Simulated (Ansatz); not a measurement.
NaI (Fm-3m), stationary points along a deformation path

Level of theory: DFT PBE, scalar-relativistic, plane waves, PAW in Ansatz 0.2.0. Settings: plane waves to 420 eV, k-mesh 8×8×8 (Γ-centred), Gaussian smearing 0.05 eV. Spin–orbit coupling is left out, which matters for the heavy elements here. No spin polarisation. Energies are free energies at this smearing, counted from the undisturbed cell; pressure is positive in compression.

Zero of the scan (as given, not relaxed at this level; it stands at 0.4 GPa):

```
CELL_PARAMETERS angstrom
0.00000 3.23640 3.23640
3.23640 0.00000 3.23640
3.23640 3.23640 0.00000
ATOMIC_POSITIONS crystal
Na 0.00000 0.00000 0.00000
I 0.50000 0.50000 0.50000
```

At fixed volume and fractional coordinates, lengths along (0.577, 0.577, 0.577) are scaled against those across it; ρ is that ratio over its starting value. V = 33.899 Å³/atom. Δσ is the stress along the axis less the mean stress across it (compression positive).

| ρ | ΔE (meV/atom) | Δσ (GPa) | space group |
| --- | --- | --- | --- |
| 0.500 | 155.4 | 0.00 | Pm-3m |
| 0.600 | 134.1 | 1.70 | R-3m |
| 0.710 | 81.1 | 2.53 | R-3m |
| 0.850 | 22.8 | 1.81 | R-3m |
| 0.930 | 5.0 | 0.94 | R-3m |
| 1.000 | 0.0 | 0.00 | Fm-3m |
| 1.080 | 6.5 | -1.24 | R-3m |
| 1.200 | 40.2 | -3.41 | R-3m |
| 1.410 | 168.0 | -8.15 | R-3m |
| 1.700 | 481.8 | -15.89 | R-3m |
| 2.000 | 838.0 | -14.21 | R-3m |

Task: How does the stress give the slope of the energy, and where is the energy stationary?

Result: Along the path d ln(length) is 2/3 d ln ρ on the axis and −1/3 d ln ρ across it, so dE/d ln ρ = −(2/3) V Δσ: the energy falls with ρ where Δσ is positive. Δσ vanishes or changes sign at ρ = 0.500 (Pm-3m, an end of the scan), at 155.4 meV/atom; at ρ = 1.000 (Fm-3m), a minimum at 0.0 meV/atom. Pairs of stationary points between two samples would go unseen, and could change a minimum read from distant neighbours into a maximum. At ρ = 0.500, 1.000 the cell is cubic, where symmetry alone makes the stress isotropic and the slope zero.

Task: Which shear constant sets the curvature at ρ = 1?

Result: For a cubic crystal E/V = (2/3) C (ln ρ)² with C = C44, so Δσ = −2C ln ρ. The parabola of Δσ against ln ρ through ρ = 0.930, 1 and 1.080 gives C ≈ 7.2 GPa with the ions clamped, rough because the steps are large.

The gap closes along the scan, which can put kinks into the curve.